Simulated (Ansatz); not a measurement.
Se, DFT, PBE, PAW with Ansatz's default frozen-core files, scalar-relativistic (Ansatz 0.2.0), run on 1 thread of Arm Neoverse V1 on a shared host.

The geometry is COD entry 9008579, unchecked; take it as a test cell. The listed cell was then made from it by scaling, straining or moving an atom.

Command: `ansatz run input.yaml --threads 1 --pin off --max-ram 4096MiB --backend cpu --events-out ev --progress --plain --runs-dir out`

```yaml
crystal:
  lattice:
    - [4.3551696776, 0.0, 0.0]
    - [-2.1775848388, 3.7716875786, 0.0]
    - [0.0, 0.0, 5.0979335]
  atoms:
    - { symbol: Se, position: [0.217, 0.0, 0.1666666667] }
    - { symbol: Se, position: [0.0, 0.217, 0.8333333333] }
    - { symbol: Se, position: [0.783, 0.783, 0.5] }
kpoints:
  mp_grid: { grid: [8, 8, 6] }
scf:
  occupations: { method: fermi_dirac, width: 0.03 }
hamiltonian:
  xc: pbe
  pseudopotentials: { kind: paw }
output:
  forces: true
  stress: true
  eigenvalues: true
  efg: { contact_densities: true }
```

(1) How large is the problem that the program sets up?

(2) Estimate the wall time and the peak memory.

(3) And the same cell and mesh by crystal-made all-electron datasets, asked for forces, stress, eigenvalues, efg, on the same hardware?

Results:

(1) 50 irreducible k-points, 1643 plane waves at Γ, 29 bands.

(2) 11 s of wall time for 6 SCF iterations, with a peak of 0.36 GiB. Times on shared machines scatter by tens of per cent.

(3) 10 s, peak memory 0.45 GiB.
